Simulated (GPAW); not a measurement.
# Cu: single point with PBE

Cu:

```
Cu
1.0
     0.00000    1.80750    1.80750
     1.80750    0.00000    1.80750
     1.80750    1.80750    0.00000
Cu
1
Direct
  0.00000 0.00000 0.00000
```

* Program: GPAW 26.7.0
* Task: single point
* Functional: PBE
* Potentials or basis: GPAW PAW data sets (gpaw-data 1.2.1)
* Cutoff: 500 eV
* Basis: pw
* k mesh: 10 × 10 × 10
* Occupations: fermi-dirac, width 0.05 eV
* Spin: no spin polarisation

The pressure is 1.9 GPa. The band gap on the k mesh is none (metal or under the smearing width).

Levels at points of the mesh, in eV from the Fermi level:
| k point | band 3 | band 4 | band 5 | band 6 | band 7 | band 8 | band 9 | band 10 |
| --- | --- | --- | --- | --- | --- | --- | --- | --- |
| (0.00, 0.00, 0.00) | -2.92 | -2.92 | -2.10 | -2.10 | 23.10 | 25.51 | 25.51 | 25.51 |
| (0.50, 0.50, 0.00) | -1.55 | -1.38 | -1.38 | 1.58 | 7.24 | 13.23 | 13.23 | 17.67 |
| (0.50, 0.50, 0.50) | -2.95 | -1.53 | -1.53 | -0.92 | 3.88 | 21.48 | 22.27 | 22.27 |

Wall time 6.1 s on 1 thread of Arm Neoverse V1, with other jobs on the host, peak memory 0.12 GiB.

Caveat: with this Cu data set, volumes or pressures lay over 1.5 % or 2 GPa off other programs in two to four cells of ten; the cutoff is short for stress and forces, so pressures can be off by a GPa or more.
